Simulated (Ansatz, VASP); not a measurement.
## Cross-check of Zr2Ga between VASP and Ansatz

One calculation is typed for both programs; each brings its own data sets. How far apart do they land? The cell is taken from a series of runs on this material, whose earlier steps may have relaxed, scaled, displaced or heated it; both programs get it as it stands.

Method: plane waves, with VASP 6.6.1 beside it; relaxation of cell and atoms at r2SCAN, in Ansatz 0.2.0.

### 1. Set-up

The structure is tetragonal, space group I4/mcm (No. 140). The conventional cell has a = 6.708 Å, b = 6.708 Å, c = 5.437 Å, α = 90.00°, β = 90.00°, γ = 90.00°. Zr has 4 Ga at 2.88 Å and 1 Zr at 2.93 Å nearest. Ga has 2 Ga at 2.72 Å and 8 Zr at 2.88 Å nearest. Farther neighbours are not listed.

### 2. VASP: relaxation of cell and atoms, r2SCAN

The relaxed volume is the usual yardstick between codes: in a stiff, nearly cubic crystal its relative difference is about their pressure difference at one cell divided by the bulk modulus.

Lines of VASP's logs that name or quote its potential files are left out, and so is its time.

INCAR reads:

```
SYSTEM = Zr2Ga
PREC = Accurate
ENCUT = 550
EDIFF = 1E-07
NELM = 120
ISMEAR = 0
SIGMA = 0.1
LREAL = .FALSE.
ALGO = Normal
METAGGA = R2SCAN
LASPH = .TRUE.
NBANDS = 45
LORBIT = 11
LWAVE = .FALSE.
LCHARG = .FALSE.
ISIF = 3
IBRION = 2
NSW = 80
EDIFFG = -0.005
GGA_COMPAT = .FALSE.
NELMIN = 4
LMIXTAU = .TRUE.
KPAR = 2
```

POSCAR reads:

```
Zr2Ga
1.0
   -3.3540000000      3.3540000000      2.7185000000
    3.3540000000     -3.3540000000      2.7185000000
    3.3540000000      3.3540000000     -2.7185000000
Zr Ga
4 2
Direct
    0.6542999404      0.1542999404      0.8085998808
    0.1542999404      0.3457000596      0.5000000000
    0.3457000596      0.8457000596      0.1914001193
    0.8457000596      0.6542999404      0.5000000000
    0.2500000000      0.2500000000      0.0000000000
    0.7500000000      0.7500000000      0.0000000000
```

KPOINTS reads:

```
Automatic mesh
0
Gamma
8 8 8
0 0 0
```

PAW data sets: Zr_sv and Ga_d (PBE family, release 64).

The run is started by

```bash
$ mpirun -np 2 vasp_std
```

Numbers of over 12 decimals in the logs are rounded to 6 here.

Log:

```text
[banner, memory and clock lines left out]
running    2 mpi-ranks, on    1 nodes
 distrk:  each k-point on    1 cores,    2 groups
 distr:  one band on    1 cores,    1 groups

 POSCAR found type information on POSCAR ZrGa
 POSCAR found :  2 types and       6 ions
|                                                                             |
|               ----> ADVICE to this user running VASP <----                  |
|                                                                             |
|     You enforced a specific xc type in the INCAR file but a different       |
|     [... a line on the potential file left out ...]
|     I HOPE YOU KNOW WHAT YOU ARE DOING!                                     |
|                                                                             |

 LDA part: xc-table for (None), standard interpolation
 POSCAR, INCAR and KPOINTS ok, starting setup
 FFT: planning ... GRIDC
 FFT: planning ... GRID_SOFT
 FFT: planning ... GRID
 WAVECAR not read
 entering main loop
       N       E                     dE             d eps       ncg     rms          rms(c)
DAV:   1     0.990051986600E+03    0.99005E+03   -0.37583E+04  5723   0.247E+03
DAV:   2     0.154551137858E+02   -0.97460E+03   -0.94715E+03  5867   0.723E+02
DAV:   3    -0.126468253555E+03   -0.14192E+03   -0.13773E+03  7076   0.221E+02
DAV:   4    -0.144378200021E+03   -0.17910E+02   -0.17539E+02  7999   0.620E+01
DAV:   5    -0.145998310481E+03   -0.16201E+01   -0.16151E+01  9333   0.143E+01    0.256E+01
DAV:   6    -0.120597305938E+03    0.25401E+02   -0.19538E+01  7330   0.233E+01    0.629E+00
DAV:   7    -0.113741283088E+03    0.68560E+01   -0.42926E+00  6113   0.112E+01    0.207E+00
DAV:   8    -0.116474955457E+03   -0.27337E+01   -0.27055E+00  6019   0.919E+00    0.103E+00
DAV:   9    -0.117037102878E+03   -0.56215E+00   -0.69496E-01  5900   0.580E+00    0.784E-01
DAV:  10    -0.116023426381E+03    0.10137E+01   -0.24558E-01  5917   0.386E+00    0.385E-01
DAV:  11    -0.117064848581E+03   -0.10414E+01   -0.47619E-01  5775   0.457E+00    0.206E-01
DAV:  12    -0.117028051183E+03    0.36797E-01   -0.21162E-02  8258   0.866E-01    0.132E-01
DAV:  13    -0.117126998580E+03   -0.98947E-01   -0.56443E-02  5785   0.156E+00    0.160E-01
DAV:  14    -0.117128192353E+03   -0.11938E-02   -0.48237E-03  7866   0.381E-01    0.137E-01
[...]
DAV:  18    -0.117128472569E+03    0.27699E-04   -0.75551E-05  5835   0.451E-02    0.891E-03
DAV:  19    -0.117128489653E+03   -0.17083E-04   -0.17462E-04  5840   0.630E-02    0.716E-03
DAV:  20    -0.117128509916E+03   -0.20264E-04   -0.40439E-05  5855   0.327E-02    0.355E-03
DAV:  21    -0.117128508393E+03    0.15232E-05   -0.17026E-06  6528   0.698E-03    0.109E-03
DAV:  22    -0.117128509927E+03   -0.15334E-05   -0.96099E-07  5371   0.640E-03    0.114E-03
DAV:  23    -0.117128509508E+03    0.41906E-06   -0.18407E-07  4478   0.253E-03    0.589E-04
DAV:  24    -0.117128510007E+03   -0.49914E-06   -0.31490E-08  3470   0.120E-03    0.347E-04
DAV:  25    -0.117128509912E+03    0.94333E-07   -0.11458E-08  3470   0.759E-04
   1 F= -.11712851E+03 E0= -.11711698E+03  d E =-.117129E+03
[...]
2 F= -.11712891E+03 E0= -.11711754E+03  d E =-.401616E-03
[...]
3 F= -.11712892E+03 E0= -.11711756E+03  d E =-.409352E-03
[...]
4 F= -.11712906E+03 E0= -.11711775E+03  d E =-.141563E-03
 trial-energy change:   -0.000142  1 .order   -0.000162   -0.000428    0.000104
 step:   0.7834(harm=  0.8266)  dis= 0.00147  next Energy=  -117.129073 (dE=-0.154E-03)
 bond charge predicted
       N       E                     dE             d eps       ncg     rms          rms(c)
DAV:   1    -0.117129036229E+03    0.24674E-04   -0.96463E-03  5431   0.659E-01    0.580E-02
DAV:   2    -0.117129080517E+03   -0.44287E-04   -0.50149E-04  6803   0.161E-01    0.266E-02
DAV:   3    -0.117129069575E+03    0.10942E-04   -0.90055E-05  6648   0.531E-02    0.138E-02
DAV:   4    -0.117129072603E+03   -0.30280E-05   -0.28439E-05  6140   0.278E-02    0.843E-03
DAV:   5    -0.117129073570E+03   -0.96737E-06   -0.64976E-06  5974   0.126E-02    0.507E-03
DAV:   6    -0.117129074823E+03   -0.12528E-05   -0.24602E-06  6801   0.694E-03    0.166E-03
DAV:   7    -0.117129074725E+03    0.97589E-07   -0.10836E-06  5462   0.584E-03    0.613E-04
DAV:   8    -0.117129075210E+03   -0.48484E-06   -0.47504E-07  4952   0.409E-03    0.384E-04
DAV:   9    -0.117129075128E+03    0.81925E-07   -0.30001E-08  3250   0.107E-03
   5 F= -.11712908E+03 E0= -.11711775E+03  d E =-.155863E-03
 curvature:  -0.62 expect dE=-0.804E-06 dE for cont linesearch -0.536E-06
 trial: gam=-0.04288 g(F)=  0.506E-06 g(S)=  0.790E-06 ort = 0.238E-04 (trialstep = 0.978E+00)
 search vector abs. value=  0.461E-06
 reached required accuracy - stopping structural energy minimisation
```

Parts of OUTCAR (step 2):

```text
ion  position               nearest neighbor table
   1  0.654  0.154  0.809-   5 2.88   6 2.88   5 2.88   6 2.88   3 2.93   3 3.27   3 3.27   4 3.42
                             2 3.42   2 3.42   4 3.42   4 3.59   2 3.59   2 3.59   4 3.59
   2  0.154  0.346  0.500-   6 2.88   6 2.88   5 2.88   5 2.88   4 2.93   4 3.27   4 3.27   3 3.42
                             1 3.42   1 3.42   3 3.42   3 3.59   1 3.59   1 3.59   3 3.59
   3  0.346  0.846  0.191-   5 2.88   6 2.88   5 2.88   6 2.88   1 2.93   1 3.27   1 3.27   2 3.42
                             4 3.42   4 3.42   2 3.42   4 3.59   2 3.59   4 3.59   2 3.59
   4  0.846  0.654  0.500-   5 2.88   5 2.88   6 2.88   6 2.88   2 2.93   2 3.27   2 3.27   3 3.42
                             1 3.42   1 3.42   3 3.42   3 3.59   1 3.59   1 3.59   3 3.59
   5  0.250  0.250  0.000-   6 2.72   6 2.72   4 2.88   4 2.88   2 2.88   2 2.88   1 2.88   1 2.88
                             3 2.88   3 2.88
   6  0.750  0.750  0.000-   5 2.72   5 2.72   2 2.88   2 2.88   4 2.88   1 2.88   4 2.88   1 2.88
                             3 2.88   3 2.88

  LATTYP: Found a body centered tetragonal cell.
 ALAT       =     6.7080000000
 C/A-ratio  =     0.8105247466

 Subroutine GETGRP returns: Found 16 space group operations
 (whereof  8 operations were pure point group operations)

The static configuration has the point symmetry C_4h.
 The point group associated with its full space group is D_4h.

 Found     59 irreducible k-points:

   k-points           NKPTS =     59   k-points in BZ     NKDIM =     59   number of bands    NBANDS=     45

   dimension x,y,z NGX =    42 NGY =   42 NGZ =   42
   dimension x,y,z NGXF=    84 NGYF=   84 NGZF=   84

   ENCUT  =  550.0 eV  40.42 Ry    6.36 a.u.  10.45 10.45 10.45*2*pi/ulx,y,z

   NELECT =      74.0000    total number of electrons

 k-points in reciprocal lattice and weights: Automatic mesh
   0.00000000  0.00000000  0.00000000       0.002
   0.12500000  0.00000000  0.00000000       0.016
   0.25000000  0.00000000  0.00000000       0.016
   0.37500000  0.00000000  0.00000000       0.016
   0.50000000  0.00000000  0.00000000       0.008
   0.12500000  0.12500000  0.00000000       0.016
   0.25000000  0.12500000  0.00000000       0.031
   0.37500000  0.12500000  0.00000000       0.031
   0.50000000  0.12500000  0.00000000       0.031
[...]
-0.37500000 -0.37500000  0.37500000       0.004
   0.50000000  0.50000000  0.50000000       0.002

 average (electrostatic) potential at core
       1 -80.4458       2 -80.4458       3 -80.4458       4 -80.4458       5 -65.9137
       6 -65.9137

 E-fermi :   8.0635

 k-point     1 :       0.0000    0.0000    0.0000
  band No.  band energies     occupation
    ...
     34       7.1242      2.00000
     35       7.1242      2.00000
     36       7.4819      2.00000
     37       7.4819      2.00000
     38       7.7567      1.99999
     39       9.8657      0.00000
     40       9.9520      0.00000
     41      10.3896      0.00000
     42      10.4913      0.00000
     43      10.4913      0.00000
    ...

 k-point     2 :       0.1250    0.0000    0.0000
  band No.  band energies     occupation
    ...
     34       7.1302      2.00000
     35       7.1822      2.00000
     36       7.4754      2.00000
     37       7.5256      2.00000
     38       7.9824      1.74832
     39       9.8149      0.00000
     40       9.8399      0.00000
     41      10.1485      0.00000
     42      10.5512      0.00000
     43      10.5777      0.00000
    ...

 k-point     3 :       0.2500    0.0000    0.0000
  band No.  band energies     occupation
    ...
     33       7.0739      2.00000
     34       7.2371      2.00000
     35       7.3138      2.00000
     36       7.4165      2.00000
     37       7.6354      2.00000
     38       8.3157      0.00036
     39       9.3667      0.00000
     40       9.6425      0.00000
     41       9.6944      0.00000
     42      10.8233      0.00000
    ...

  Total        0.0069222      0.0069222     -0.0015552      0.0000000      0.0000000      0.0000000
  in kB        0.0908000      0.0908000     -0.0204003      0.0000000      0.0000000      0.0000000
  external PRESSURE =       0.0537332 kB  Pullay stress =       0.0000000 kB

  energy-cutoff  :      550.00
  volume of cell :      122.14
      direct lattice vectors                 reciprocal lattice vectors
    -3.352957157  3.352957157  2.716143590     0.000000000  0.149122096  0.184084524
     3.352957157 -3.352957157  2.716143590     0.149122096  0.000000000  0.184084524
     3.352957157  3.352957157 -2.716143590     0.149122096  0.149122096  0.000000000

 POSITION                                       TOTAL-FORCE (eV/Angst)
 -----------------------------------------------------------------------------------
      1.03133      4.38429     -0.00000        -0.001145     -0.001145     -0.000000
      2.32163      1.03133     -0.00000         0.001145     -0.001145     -0.000000
      2.32163     -1.03133      2.71614         0.001145      0.001145      0.000000
      1.03133      2.32163      2.71614        -0.001145      0.001145     -0.000000
      0.00000      0.00000      1.35807         0.000000     -0.000000     -0.000000
      0.00000      0.00000      4.07422         0.000000     -0.000000     -0.000000
 -----------------------------------------------------------------------------------
    total drift:                               -0.000001     -0.000001      0.000000

  FREE ENERGIE OF THE ION-ELECTRON SYSTEM (eV)
  ---------------------------------------------------
  free  energy   TOTEN  =      -117.1290751280 eV

  energy  without entropy=     -117.1064320381  energy(sigma->0) =     -117.11775358

 reached required accuracy - stopping structural energy minimisation

 total charge
# of ion       s       p       d       tot
------------------------------------------
    1        2.184   5.982   1.541   9.707
    2        2.184   5.982   1.541   9.707
    3        2.184   5.982   1.541   9.707
    4        2.184   5.982   1.541   9.707
    5        0.914   0.974   9.948  11.836
    6        0.914   0.974   9.948  11.836
--------------------------------------------------
tot         10.563  25.878  26.061  62.502

[... 3 further parts left out ...]
```

The run keeps the 16 symmetry operations of its start, so it cannot find a distortion of lower symmetry.

(Part 1 of 2 ends here.)

[Lines on the potential files, build, host, timing and source positions are cut from VASP's logs without a mark.]

[Logs are printed without paths, hosts, clocks, repeated set-up lines and the standing remarks that a program may print on its own settings, such as how far it seeks lower states.]

[Hosts, paths, dates, database ids (printed as entryN), source tags and the programs' standing remarks are cut or masked in the printed files.]
